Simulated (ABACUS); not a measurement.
Crystal: SnSe2.

```
Sn Se
1.0
     3.81100    0.00000    0.00000
    -1.90550    3.30042    0.00000
     0.00000    0.00000    6.13600
Sn Se
1 2
Cartesian
  0.0000 0.0000 0.0000
  1.9055 1.1001 4.6081
  0.0000 2.2003 1.5279
```

- Program: ABACUS 3.10.1
- Task: relaxation of cell and atoms
- Functional: r2SCAN
- Potentials or basis: SG15 ONCV 1.2 PBE
- Cutoff: 1374 eV
- Density cutoff: 5497 eV
- Basis: plane waves
- k mesh: 5 × 5 × 3
- Occupations: fermi-dirac, width 0.05 eV
- Spin: no spin polarisation

At the start: pressure 3.8 GPa; volume 25.73 Å³/atom.

Q: Where does the relaxation end?

A: Over 12 steps the energy falls by 18.1 meV/atom and the volume is 27.59 Å³/atom (+7.2 %); space group P-3m1 (No. 164, to 0.05 Å).

Step by step:
```csv
step,energy change (eV),largest force (eV/Å),pressure (GPa),volume (Å³)
1,0.0000,0.5497,3.78,77.18
2,-0.0048,0.5363,-2.98,84.42
3,-0.0486,0.0448,-0.04,80.75
4,-0.0486,0.0445,-0.04,80.75
5,-0.0496,0.0641,0.00,80.79
6,-0.0505,0.0981,0.07,80.87
7,-0.0517,0.0629,0.16,81.11
8,-0.0533,0.0198,0.38,81.65
9,-0.0537,0.0067,0.24,81.92
10,-0.0542,0.0209,-0.07,82.55
11,-0.0542,0.0205,-0.07,82.60
12,-0.0544,0.0110,-0.06,82.76
```

Final structure:
```
Sn Se
1.0
     3.85051    0.00000    0.00000
    -1.92526    3.33464    0.00000
     0.00000    0.00000    6.44511
Sn Se
1 2
Direct
  0.00000 0.00000 0.00000
  0.66667 0.33333 0.75555
  0.33333 0.66667 0.24445
```

Caveat: the potentials were made for another functional, which shifts forces and pressure.
